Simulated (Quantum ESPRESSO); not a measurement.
# InSe (C2/m) in Quantum ESPRESSO: equation of state

Aim: energy against volume of InSe in PBE, for its equilibrium volume and stiffness.

All numbers are computed with Quantum ESPRESSO 7.5; they aren't measurements. Logs are shortened: lines on timing, memory, paths and dates and some standing lists are left out, and cuts for length are marked.

## (1) The structure

The structure is monoclinic, space group C2/m (No. 12). The conventional cell has a = 11.653 Å, b = 4.109 Å, c = 5.073 Å, α = 90.00°, β = 109.86°, γ = 90.00°. Around In (site symmetry m) lie 3 Se at 2.68 to 2.69 Å and 1 In at 2.80 Å. Se (site symmetry m) is surrounded by 3 In at 2.68 to 2.69 Å.

The cell comes from a database or a generator and needn't be the stable form of this composition.

## (2) Single point, PBE, 26.85 Å³/atom

Contents of pw.in:

```
&CONTROL
  calculation = 'scf'
  prefix = 'pwscf'
  outdir = './tmp'
  pseudo_dir = './pseudo'
  tprnfor = .true.
  tstress = .true.
  disk_io = 'nowf'
/
&SYSTEM
  ibrav = 0
  nat = 4
  ntyp = 2
  ecutwfc = 55
  ecutrho = 440
  nbnd = 27
  occupations = 'smearing'
  smearing = 'fd'
  degauss = 0.00367493
/
&ELECTRONS
  conv_thr = 8d-10
  electron_maxstep = 120
  mixing_beta = 0.5
/
ATOMIC_SPECIES
In   114.8180 In.pbe-dn-rrkjus_psl.0.2.2.UPF
Se    78.9710 Se_pbe_v1.uspp.F.UPF
CELL_PARAMETERS angstrom
   5.7074535273   -2.0127055746    0.0000000000
   5.7074535273    2.0127055746    0.0000000000
  -1.6880551226    0.0000000000    4.6739460813
ATOMIC_POSITIONS crystal
In     0.8882032500    0.8882032500    0.0468413600
In     0.1117967500    0.1117967500    0.9531586400
Se     0.6609275900    0.6609275900    0.6689556200
Se     0.3390724100    0.3390724100    0.3310443800
K_POINTS automatic
7 7 6 0 0 0
```

Potentials or basis: SSSP 1.3 efficiency PBE.

Run with:

```
OMP_NUM_THREADS=1 mpirun -n 2 pw.x -nk 2 -in pw.in > pw.out
```

pw.out:

```text
This program is part of the open-source Quantum ESPRESSO suite
     for quantum simulation of materials; please cite
         "P. Giannozzi et al., J. Phys.:Condens. Matter 21 395502 (2009);
         "P. Giannozzi et al., J. Phys.:Condens. Matter 29 465901 (2017);
         "P. Giannozzi et al., J. Chem. Phys. 152 154105 (2020);
     in publications or presentations arising from this work. More details at

     file In.pbe-dn-rrkjus_psl.0.2.2.UPF: wavefunction(s)  5S renormalized
     Message from routine setup:
     using ibrav=0 with symmetry is DISCOURAGED, use correct ibrav instead

     K-points division:     npool     =       2
     Subspace diagonalization in iterative solution of the eigenvalue problem:
     a serial algorithm will be used

     G-vector sticks info
     --------------------
     sticks:   dense  smooth     PW     G-vecs:    dense   smooth      PW
     Sum        2873    1419    433               112969    39863    6763

     Using Slab Decomposition

     bravais-lattice index     =            0
     lattice parameter (alat)  =      11.4365  a.u.
     unit-cell volume          =     724.6577 (a.u.)^3
     number of atoms/cell      =            4
     number of atomic types    =            2
     number of electrons       =        38.00
     number of Kohn-Sham states=           27
     kinetic-energy cutoff     =      55.0000  Ry
     charge density cutoff     =     440.0000  Ry
     scf convergence threshold =      8.0E-10
     mixing beta               =       0.5000
     number of iterations used =            8  plain     mixing
     Exchange-correlation= SLA  PW   PBE  PBE
                           (   1   4   3   4   0   0   0)

     celldm(1)=  11.436514  celldm(2)=   0.000000  celldm(3)=   0.000000
     celldm(4)=   0.000000  celldm(5)=   0.000000  celldm(6)=   0.000000

     crystal axes: (cart. coord. in units of alat)
               a(1) = (   0.943078  -0.332572   0.000000 )
               a(2) = (   0.943078   0.332572   0.000000 )
               a(3) = (  -0.278928   0.000000   0.772305 )

     reciprocal axes: (cart. coord. in units 2 pi/alat)
               b(1) = (  0.530179 -1.503435  0.191481 )
               b(2) = (  0.530179  1.503435  0.191481 )
               b(3) = ( -0.000000  0.000000  1.294825 )

     PseudoPot. # 1 for In read from file:
     In.pbe-dn-rrkjus_psl.0.2.2.UPF
     Pseudo is Ultrasoft + core correction, Zval = 13.0
     Generated using "atomic" code by A. Dal Corso  v.5.0.99 svn rev. 10869
     Using radial grid of 1241 points,  6 beta functions with:
                l(1) =   0
                l(2) =   0
                l(3) =   1
                l(4) =   1
                l(5) =   2
                l(6) =   2
     Q(r) pseudized with 0 coefficients

     PseudoPot. # 2 for Se read from file:
     Se_pbe_v1.uspp.F.UPF
     Pseudo is Ultrasoft + core correction, Zval =  6.0
     Generated by new atomic code, or converted to UPF format
     Using radial grid of  877 points,  6 beta functions with:
                l(1) =   0
                l(2) =   0
                l(3) =   1
                l(4) =   1
                l(5) =   2
                l(6) =   2
     Q(r) pseudized with  8 coefficients,  rinner =    1.300   1.300   1.300
                                                       1.300   1.300

     atomic species   valence    mass     pseudopotential
     In               13.00   114.81800     In( 1.00)
     Se                6.00    78.97100     Se( 1.00)

      4 Sym. Ops., with inversion, found

   Cartesian axes

     site n.     atom                  positions (alat units)
         1        In     tau(   1) = (   1.6622244  -0.0000000   0.0361758  )
         2        In     tau(   2) = (  -0.0549964   0.0000000   0.7361293  )
         3        Se     tau(   3) = (   1.0600221   0.0000000   0.5166378  )
         4        Se     tau(   4) = (   0.5472059  -0.0000000   0.2556673  )

     number of k points=    88  Fermi-Dirac smearing, width (Ry)=  0.0037
                       cart. coord. in units 2pi/alat
        k(    1) = (   0.0000000   0.0000000   0.0000000), wk =   0.0068027
        k(    2) = (   0.0000000   0.0000000   0.2158042), wk =   0.0136054
        k(    3) = (   0.0000000   0.0000000   0.4316084), wk =   0.0136054
        k(    4) = (   0.0000000   0.0000000  -0.6474125), wk =   0.0068027
        k(    5) = (   0.0757398   0.2147764   0.0273544), wk =   0.0272109
        k(    6) = (   0.0757398   0.2147764   0.2431586), wk =   0.0272109
[... 80 lines left out ...]
        k(   87) = (  -0.0000000  -1.2886583   0.4316084), wk =   0.0272109
        k(   88) = (  -0.0000000  -1.2886583  -0.6474125), wk =   0.0136054

     Dense  grid:   112969 G-vectors     FFT dimensions: (  80,  80,  64)

     Smooth grid:    39863 G-vectors     FFT dimensions: (  54,  54,  45)

     Initial potential from superposition of free atoms

     starting charge      37.9924, renormalised to      38.0000
     Starting wfcs are   26 randomized atomic wfcs +    1 random wfcs

     Self-consistent Calculation

     iteration #  1     ecut=    55.00 Ry     beta= 0.50
     Davidson diagonalization with overlap
     ethr =  1.00E-02,  avg # of iterations =  5.3

     Threshold (ethr) on eigenvalues was too large:
     Diagonalizing with lowered threshold

     Davidson diagonalization with overlap
     ethr =  3.56E-04,  avg # of iterations =  3.3

     total energy              =    -376.98422393 Ry
     estimated scf accuracy    <       0.13171847 Ry

     iteration #  2     ecut=    55.00 Ry     beta= 0.50
     Davidson diagonalization with overlap
     ethr =  3.47E-04,  avg # of iterations =  2.1

     total energy              =    -377.01472516 Ry
     estimated scf accuracy    <       0.02082190 Ry

     iteration #  3     ecut=    55.00 Ry     beta= 0.50
     Davidson diagonalization with overlap
     ethr =  5.48E-05,  avg # of iterations =  4.1

     total energy              =    -377.01899198 Ry
     estimated scf accuracy    <       0.00248560 Ry

     iteration #  4     ecut=    55.00 Ry     beta= 0.50
     Davidson diagonalization with overlap
     ethr =  6.54E-06,  avg # of iterations =  5.5

     total energy              =    -377.01951690 Ry
     estimated scf accuracy    <       0.00016564 Ry

     iteration #  5     ecut=    55.00 Ry     beta= 0.50
     Davidson diagonalization with overlap
     ethr =  4.36E-07,  avg # of iterations =  5.4

     total energy              =    -377.01959468 Ry
     estimated scf accuracy    <       0.00000473 Ry

     iteration #  6     ecut=    55.00 Ry     beta= 0.50
     Davidson diagonalization with overlap
     ethr =  1.25E-08,  avg # of iterations =  6.9

     total energy              =    -377.01960097 Ry
     estimated scf accuracy    <       0.00000060 Ry

     iteration #  7     ecut=    55.00 Ry     beta= 0.50
     Davidson diagonalization with overlap
     ethr =  1.59E-09,  avg # of iterations =  4.4

     total energy              =    -377.01960121 Ry
     estimated scf accuracy    <       0.00000008 Ry

     iteration #  8     ecut=    55.00 Ry     beta= 0.50
     Davidson diagonalization with overlap
     ethr =  2.01E-10,  avg # of iterations =  4.1

     total energy              =    -377.01960125 Ry
     estimated scf accuracy    <          3.8E-09 Ry

     iteration #  9     ecut=    55.00 Ry     beta= 0.50
     Davidson diagonalization with overlap
     ethr =  1.01E-11,  avg # of iterations =  6.0

     End of self-consistent calculation

          k = 0.0000 0.0000 0.0000 (  4977 PWs)   bands (ev):

    -7.8317  -7.6801  -7.4612  -7.4188  -7.3709  -7.3646  -7.3113  -7.2778
    -7.2433  -7.0723  -6.6475  -4.7033   2.1177   2.7473   3.0497   4.4406
     4.7427   5.3810   5.6462   9.7183   9.9505  10.6149  11.8407  12.4283
    12.5750  13.7986  15.2768

          k = 0.0000 0.0000 0.2158 (  4988 PWs)   bands (ev):

    -7.8386  -7.6791  -7.4619  -7.4175  -7.3708  -7.3668  -7.3105  -7.2775
    -7.2420  -7.0755  -6.5387  -4.8308   1.7963   2.5609   3.2102   4.7893
     4.8166   5.6785   5.8715   9.0474   9.4597  11.0195  11.4442  12.4077
    13.4579  14.0296  15.0404

          k = 0.0000 0.0000 0.4316 (  5007 PWs)   bands (ev):

    -7.8503  -7.6775  -7.4633  -7.4142  -7.3711  -7.3701  -7.3090  -7.2770
    -7.2403  -7.0821  -6.2574  -5.1507   1.3379   2.1627   3.8657   4.8990
     5.4571   5.7240   6.3249   8.4532   8.7611  10.9679  11.1413  13.0849
    13.6418  13.6702  15.0506

          k = 0.0000 0.0000-0.6474 (  4980 PWs)   bands (ev):

    -7.8552  -7.6768  -7.4639  -7.4122  -7.3731  -7.3697  -7.3084  -7.2767
    -7.2397  -7.0853  -6.0276  -5.4004   1.1550   1.9974   4.5259   4.9653
     5.2924   5.7331   6.4610   8.0967   9.0254  10.6338  10.8154  13.3316
    13.5880  14.1133  15.0707

          k = 0.0757 0.2148 0.0274 (  4995 PWs)   bands (ev):

    -7.8266  -7.6773  -7.5570  -7.3986  -7.3922  -7.3491  -7.3284  -7.2729
    -7.2337  -7.0643  -6.4435  -4.6910   1.9030   2.4886   3.2129   4.3492
     4.6769   5.4422   5.5539   9.7152  10.0010  10.4777  11.5100  12.4681
    13.2024  13.7371  15.6932

          k = 0.0757 0.2148 0.2432 (  4989 PWs)   bands (ev):

    -7.8366  -7.6768  -7.5492  -7.3983  -7.3914  -7.3491  -7.3286  -7.2720
    -7.2334  -7.0677  -6.3168  -4.8498   1.5495   2.3967   3.7555   4.0660
     5.2023   5.3031   5.9036   9.0296   9.5337  10.6750  11.9599  12.5174
    12.8293  13.6312  15.5324

          k = 0.0757 0.2148 0.4590 (  4999 PWs)   bands (ev):

    -7.8499  -7.6761  -7.5432  -7.4014  -7.3890  -7.3498  -7.3262  -7.2712
    -7.2336  -7.0732  -6.0392  -5.1457   1.1951   2.2398   3.8584   4.5240
     5.2363   5.6185   5.9569   8.6620   9.2400  10.6135  11.6790  12.6869
    13.4645  13.8334  15.3460

          k = 0.0757 0.2148-0.6201 (  4996 PWs)   bands (ev):

    -7.8543  -7.6757  -7.5439  -7.4046  -7.3874  -7.3503  -7.3237  -7.2713
    -7.2340  -7.0753  -5.8797  -5.2934   1.1196   2.1525   3.8948   4.4885
     5.0999   5.6748   6.1702   8.8473   9.1502  10.3938  11.7734  12.9650
    13.7962  13.9240  15.3049

          k = 0.0757 0.2148-0.4043 (  5003 PWs)   bands (ev):

    -7.8464  -7.6760  -7.5504  -7.4038  -7.3901  -7.3503  -7.3231  -7.2721
    -7.2342  -7.0719  -6.1291  -5.0117   1.3765   2.2729   3.5498   4.0009
     5.0303   5.9460   6.0933   9.2220   9.2635  10.6235  11.8095  12.6571
    13.3788  13.9525  15.3823

          k = 0.0757 0.2148-0.1884 (  4999 PWs)   bands (ev):

    -7.8321  -7.6769  -7.5574  -7.3997  -7.3939  -7.3498  -7.3253  -7.2729
    -7.2341  -7.0664  -6.3697  -4.7506   1.7923   2.5412   2.9995   4.0284
     5.0442   5.4065   5.9414   9.4670   9.9026  10.6898  11.5154  12.9980
    13.1364  13.3661  15.3384
[... 500 lines left out ...]
    -7.8037  -7.6442  -7.5408  -7.4922  -7.4013  -7.3818  -7.3186  -7.2656
    -7.1536  -7.0769  -6.2075  -5.0288   0.5141   1.7964   4.4027   5.0586
     5.4968   6.0913   6.3576   9.1460  10.0190  10.4975  11.6182  12.5739
    12.7345  14.0739  14.7463

          k = 0.4544 0.0000-0.2675 (  4985 PWs)   bands (ev):

    -7.8019  -7.6423  -7.5404  -7.4917  -7.3992  -7.3813  -7.3190  -7.2670
    -7.1537  -7.0746  -6.2970  -4.9620   0.6229   1.9794   4.0876   4.8197
     5.7037   6.0214   6.7256   8.6918  10.0087  10.4672  11.6687  12.5792
    13.0945  13.7523  14.4580

          k = 0.4544 0.0000-0.0517 (  4966 PWs)   bands (ev):

    -7.8002  -7.6344  -7.5394  -7.4910  -7.3940  -7.3780  -7.3207  -7.2730
    -7.1539  -7.0710  -6.3751  -4.9812   0.7633   2.6538   3.6964   4.4819
     5.9884   6.0367   6.8528   8.2769   9.7649  10.4900  11.7004  12.1419
    13.1018  13.6392  14.8485

          k =-0.0000-1.2887-0.0000 (  4969 PWs)   bands (ev):

    -7.8097  -7.6283  -7.5231  -7.5154  -7.4416  -7.3483  -7.3303  -7.2700
    -7.1893  -7.0578  -6.1605  -5.0399   0.7528   2.6887   4.0101   4.3075
     5.5427   5.6571   6.6692   9.0884  10.2716  10.3837  11.0388  12.0002
    12.7461  13.3251  13.7525

          k =-0.0000-1.2887 0.2158 (  4974 PWs)   bands (ev):

    -7.8107  -7.6329  -7.5264  -7.5160  -7.4446  -7.3496  -7.3286  -7.2670
    -7.1869  -7.0594  -6.1315  -5.0144   0.6726   2.6042   3.6979   4.4296
     5.4291   5.9438   6.6128   9.1119  10.3908  10.8048  10.9872  11.6416
    12.4286  13.3908  14.5317

          k =-0.0000-1.2887 0.4316 (  4983 PWs)   bands (ev):

    -7.8131  -7.6404  -7.5342  -7.5174  -7.4491  -7.3522  -7.3256  -7.2611
    -7.1826  -7.0625  -6.0681  -4.9710   0.6089   2.1719   3.4910   4.5044
     5.4260   6.1904   6.5398   9.1831  10.3794  10.9184  11.2107  12.1041
    12.5108  13.5816  15.2179

          k =-0.0000-1.2887-0.6474 (  4986 PWs)   bands (ev):

    -7.8145  -7.6433  -7.5388  -7.5181  -7.4506  -7.3536  -7.3243  -7.2581
    -7.1807  -7.0641  -6.0334  -4.9540   0.6569   1.7966   3.8531   4.0291
     5.6092   6.2417   6.5469   9.1364  10.5531  10.6007  11.3640  12.7084
    12.9653  13.8664  15.0424

     the Fermi energy is     7.5074 ev

!    total energy              =    -377.01960125 Ry
     estimated scf accuracy    <          2.1E-10 Ry
     smearing contrib. (-TS)   =      -0.00000001 Ry
     internal energy E=F+TS    =    -377.01960124 Ry

     The total energy is F=E-TS. E is the sum of the following terms:
     one-electron contribution =    -126.85461186 Ry
     hartree contribution      =      91.05838497 Ry
     xc contribution           =    -154.83634599 Ry
     ewald contribution        =    -186.38702836 Ry

     convergence has been achieved in   9 iterations

     Forces acting on atoms (cartesian axes, Ry/au):

     atom    1 type  1   force =     0.01477043    0.00000000   -0.00376733
     atom    2 type  1   force =    -0.01477043   -0.00000000    0.00376733
     atom    3 type  2   force =     0.00170673   -0.00000000   -0.03118559
     atom    4 type  2   force =    -0.00170673    0.00000000    0.03118559

     Total force =     0.049149     Total SCF correction =     0.000068

     Computing stress (Cartesian axis) and pressure

          total   stress  (Ry/bohr**3)                   (kbar)     P=       53.62
   0.00039055  -0.00000000   0.00001378           57.45       -0.00        2.03
   0.00000000   0.00037933  -0.00000000            0.00       55.80       -0.00
   0.00001378   0.00000000   0.00032361            2.03        0.00       47.60

=------------------------------------------------------------------------------=
   JOB DONE.
=------------------------------------------------------------------------------=
```

Run time: 3.2 min. Hardware: 2 MPI ranks of Arm Neoverse V1, shared host; peak memory 0.72 GiB.

What came out:

```yaml
Free_energy: -5129.6130 eV
Pressure: 5.4 GPa
Largest_force: 0.803 eV/Å
Band_gap_on_the_k_mesh: 1.24 eV, indirect (least direct gap 1.42 eV)
```

Caveat: spin-orbit coupling is left out, which moves the levels of the heavy elements; an odd mesh through Γ misses points on the zone boundary, where band edges often lie.

(Continued in part 2 of 2.)
